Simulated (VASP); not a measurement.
# AlN (P6_3/mmc) in VASP: a series of runs

One crystal, AlN, is run at these levels: r2SCAN; tasks: single point, relaxation of cell and atoms.

Program: VASP 6.6.1. These are calculated values, not measurements. Logs are shortened: lines on timing, memory, paths and dates and some standing lists are left out, and cuts for length are marked.

## (1) The structure

The structure is hexagonal, space group P6_3/mmc (No. 194). The conventional cell has a = 3.293 Å, b = 3.293 Å, c = 4.134 Å, α = 90.00°, β = 90.00°, γ = 120.00°. Around Al (site symmetry -6m2) lie 5 N at 1.90 to 2.07 Å. N (site symmetry -6m2) is surrounded by 5 Al at 1.90 to 2.07 Å.

Measurements of this composition are mostly on another form, of space group No. 186.

## (2) Single point, r2SCAN

The input, POSCAR:

```
AlN
1.0
    3.2927564159      0.0000000000      0.0000000000
   -1.6463782080      2.8516107047      0.0000000000
    0.0000000000      0.0000000000      4.1336349845
Al N
2 2
Direct
    0.3333333333      0.6666666667      0.7500000000
    0.6666666667      0.3333333333      0.2500000000
    0.3333333333      0.6666666667      0.2500000000
    0.6666666667      0.3333333333      0.7500000000
```

The input, INCAR.step1:

```
PREC = Accurate ; ENCUT = 520
ISMEAR = 0 ; SIGMA = 0.02
LREAL = F ; LASPH = T
NELM = 100 ; NBANDS = 16
GGA = PE ; ALGO = Normal
EDIFF = 1E-4 ; LWAVE = T
LCHARG = F
```

The input, INCAR.step2:

```
PREC = Accurate ; ENCUT = 520
EDIFF = 1E-6 ; ISMEAR = 0
SIGMA = 0.02 ; LREAL = F
LASPH = T ; NELM = 100
ALGO = Normal ; ISIF = 2
LWAVE = F ; LCHARG = F
METAGGA = R2SCAN ; LMIXTAU = T
NBANDS = 16 ; ISTART = 1
```

The input, KPOINTS:

```
Automatic mesh
0
Gamma
  9 9 6
```

Potentials or basis: VASP PAW PBE potentials, release 64 (Al, N).

Run with:

```sh
$ cat potpaw_PBE.64/Al/POTCAR potpaw_PBE.64/N/POTCAR > POTCAR
$ cp INCAR.step1 INCAR
$ mpirun -np 1 vasp_std > vasp.out
$ cp INCAR.step2 INCAR
$ mpirun -np 1 vasp_std > vasp.out
```

OUTCAR:

```text
PREC = Accurate
   ENCUT = 520
   EDIFF = 1E-6
   ISMEAR = 0
   LREAL = F
   LASPH = T
   NELM = 100
   ISIF = 2
   METAGGA = R2SCAN
   ISTART = 1

 ion  position               nearest neighbor table
   1  0.333  0.667  0.750-   4 1.90   4 1.90   4 1.90   3 2.07   3 2.07   2 2.81   2 2.81   2 2.81
                             2 2.81   2 2.81   2 2.81
   2  0.667  0.333  0.250-   3 1.90   3 1.90   3 1.90   4 2.07   4 2.07   1 2.81   1 2.81   1 2.81
                             1 2.81   1 2.81   1 2.81
   3  0.333  0.667  0.250-   2 1.90   2 1.90   2 1.90   1 2.07   1 2.07
   4  0.667  0.333  0.750-   1 1.90   1 1.90   1 1.90   2 2.07   2 2.07

  LATTYP: Found a hexagonal cell.
 ALAT       =     3.2927564159
 C/A-ratio  =     1.2553722360

  Lattice vectors:

 A1 = (   3.2927564159,   0.0000000000,   0.0000000000)
 A2 = (  -1.6463782080,   2.8516107047,   0.0000000000)
 A3 = (   0.0000000000,   0.0000000000,   4.1336349845)

Analysis of symmetry for initial positions (statically):
=====================================================================
 Subroutine PRICEL returns:
 Original cell was already a primitive cell.

 Routine SETGRP: Setting up the symmetry group for a
 hexagonal supercell.

 Subroutine GETGRP returns: Found 24 space group operations
 (whereof 12 operations were pure point group operations)
 out of a pool of 24 trial point group operations.

The static configuration has the point symmetry D_3d.
 The point group associated with its full space group is D_6h.

Analysis of symmetry for dynamics (positions and initial velocities):
=====================================================================
 Subroutine PRICEL returns:
 Original cell was already a primitive cell.

 Routine SETGRP: Setting up the symmetry group for a
 hexagonal supercell.

 Subroutine GETGRP returns: Found 24 space group operations
 (whereof 12 operations were pure point group operations)
 out of a pool of 24 trial point group operations.

The dynamic configuration has the point symmetry D_3d.
 The point group associated with its full space group is D_6h.

 Subroutine INISYM returns: Found 24 space group operations
 (whereof 12 operations are pure point group operations),
 and found     1 'primitive' translations

----------------------------------------------------------------------------------------

                                     Primitive cell

[... 95 lines left out ...]
   LREAL  =      F    real-space projection
   EDIFFG = 0.1E-04   stopping-criterion for IOM
   NSW    =      0    number of steps for IOM
   IBRION =     -1    ionic relax: 0-MD 1-quasi-New 2-CG
   NFREE  =      0    steps in history (QN), initial steepest desc. (CG)
   ISIF   =      2    stress and relaxation
   ISYM   =      2    0-nonsym 1-usesym 2-fastsym
   POTIM  = 0.5000    time-step for ionic-motion
   TEBEG  =    0.0;   TEEND  =   0.0 temperature during run
   PSTRESS=    0.0 pullay stress
   NELECT =      16.0000    total number of electrons
   NUPDOWN=      -1.0000    fix difference up-down
   EMIN   =  10.00;   EMAX   =-10.00  energy-range for DOS
   EFERMI =   0.00;   METHOD = LEGACY
   ISMEAR =     0;   SIGMA  =   0.02  broadening in eV -4-tet -1-fermi 0-gaus
   EFERMI_NEDOS =   21; number of points for ismear=-14 and -15
   IALGO  =     38    algorithm
   IMIX   =      4    mixing-type and parameters
     AMIX     =   0.40;   BMIX     =  1.00
     AMIX_MAG =   1.60;   BMIX_MAG =  1.00
  volume/ion in A,a.u.               =       9.70        65.48
  Fermi-wavevector in a.u.,A,eV,Ry     =   1.218393  2.302429 20.197607  1.484482
  Thomas-Fermi vector in A             =   2.353681
   LORBIT       =      0    0 simple, 1 ext, 2 COOP (PROOUT), +10 PAW based schemes
   METAGGA = R2SCAN    functional components
   LHFCALC =     F    Hartree Fock is set to
   AEXX    =    0.0000 exact exchange contribution
   IVDW    =     0    specifies the selected vdW correction
   LEPSILON=     F    determine dielectric tensor
   LRPA    =     F    only Hartree local field effects (RPA)
 non-spin polarized calculation
 Gauss-broadening in eV      SIGMA  =   0.02
  energy-cutoff  :      520.00
  volume of cell :       38.81
 maximum number of plane-waves:      1065
   NGX = 13   NGY = 13   NGZ = 15

 number of electron      16.0000000 magnetization

 Free energy of the ion-electron system (eV)
  ---------------------------------------------------
  ext. energy  EPLUGINS =         0.00000000
  ---------------------------------------------------
  free energy    TOTEN  =       -38.01232151 eV

  energy without entropy =      -38.01232151  energy(sigma->0) =      -38.01232151

 E-fermi :   8.1942     XC(G=0): -11.8095

 val. band max:        8.0151482273   @ k =   0.0000   0.0000   0.0000
 cond. band min:      12.0827561889   @ k =   0.0000   0.0000   0.0000
 fundamental gap:      4.0676079617
 Fermi energy:         8.1941997734

 k-point     1 :       0.0000    0.0000    0.0000
  band No.  band energies     occupation
      1      -9.8108      2.00000
      2      -6.0345      2.00000
      3       0.8384      2.00000
      4       4.5335      2.00000
      5       4.5335      2.00000
      6       6.3049      2.00000
[... 433 lines left out ...]
      3       1.2236      2.00000
      4       2.2874      2.00000
      5       2.2874      2.00000
      6       4.9225      2.00000
[... 8 lines left out ...]
     15      20.2633      0.00000
     16      22.4492      0.00000

 [... further k-points ...]

------------------------ aborting loop because EDIFF is reached ----------------------------------------

  FORCE on cell =-STRESS in cart. coord.  units (eV):
  Direction    XX          YY          ZZ          XY          YZ          ZX
  --------------------------------------------------------------------------------------
  -------------------------------------------------------------------------------------
  Total       -0.1015031     -0.1015031     -0.1454375      0.0000000     -0.0000000     -0.0000000
  in kB       -4.1899424     -4.1899424     -6.0035060      0.0000000     -0.0000000     -0.0000000
  external PRESSURE =      -4.7944636 kB  Pullay stress =       0.0000000 kB

 VOLUME and BASIS-vectors are now :
 -----------------------------------------------------------------------------
  energy-cutoff  :      520.00
  volume of cell :       38.81
      direct lattice vectors                 reciprocal lattice vectors
     3.292756416  0.000000000  0.000000000     0.303696926  0.175339502  0.000000000
    -1.646378208  2.851610705  0.000000000     0.000000000  0.350679003  0.000000000
     0.000000000  0.000000000  4.133634985     0.000000000  0.000000000  0.241917829

 POSITION                                       TOTAL-FORCE (eV/Angst)
 -----------------------------------------------------------------------------------
     -0.00000      1.90107      3.10023        -0.000000      0.000000      0.000000
      1.64638      0.95054      1.03341         0.000000     -0.000000      0.000000
     -0.00000      1.90107      1.03341         0.000000     -0.000000      0.000000
      1.64638      0.95054      3.10023         0.000000      0.000000      0.000000
 -----------------------------------------------------------------------------------
    total drift:                               -0.000000      0.000000     -0.000000

  FREE ENERGIE OF THE ION-ELECTRON SYSTEM (eV)
  ---------------------------------------------------
  free  energy   TOTEN  =       -38.0123215075 eV

  energy  without entropy=      -38.0123215075  energy(sigma->0) =      -38.01232151
```

OSZICAR.step1:

```text
N       E                     dE             d eps       ncg     rms          rms(c)
DAV:   1     0.403736221123E+02    0.40374E+02   -0.73215E+03  1536   0.900E+02
DAV:   2    -0.306972837764E+02   -0.71071E+02   -0.64749E+02  2280   0.185E+02
DAV:   3    -0.338554986782E+02   -0.31582E+01   -0.31490E+01  1792   0.403E+01
DAV:   4    -0.338738454884E+02   -0.18347E-01   -0.18345E-01  1944   0.347E+00
DAV:   5    -0.338740903792E+02   -0.24489E-03   -0.24488E-03  1768   0.402E-01    0.119E+01
DAV:   6    -0.293256765888E+02    0.45484E+01   -0.90767E+00  1968   0.227E+01    0.394E+00
DAV:   7    -0.293228229733E+02    0.28536E-02   -0.74314E-01  1768   0.604E+00    0.289E+00
DAV:   8    -0.293108641367E+02    0.11959E-01   -0.86205E-02  1632   0.253E+00    0.867E-01
DAV:   9    -0.293023265664E+02    0.85376E-02   -0.17771E-02  1944   0.107E+00    0.277E-01
DAV:  10    -0.293029117598E+02   -0.58519E-03   -0.31636E-03  1736   0.367E-01    0.164E-01
DAV:  11    -0.293028032836E+02    0.10848E-03   -0.22007E-04  1616   0.119E-01    0.437E-02
DAV:  12    -0.293028050419E+02   -0.17582E-05   -0.14867E-05   888   0.316E-02
   1 F= -.29302805E+02 E0= -.29302805E+02  d E =-.252667E-33
```

It took 49 s on 1 thread of AMD EPYC 9R45 (Zen 5), shared host; peak memory 0.13 GiB.

Results:

```
Free energy            : -38.0123 eV
Pressure               : -0.5 GPa
Band gap on the k mesh : 4.07 eV, direct
```

Caveat: the PAW data sets were made with another functional, which shifts forces and pressure a little. r2SCAN opens gaps a little over a GGA but as a rule still falls short of measured ones.

(Continued in part 2 of 2.)
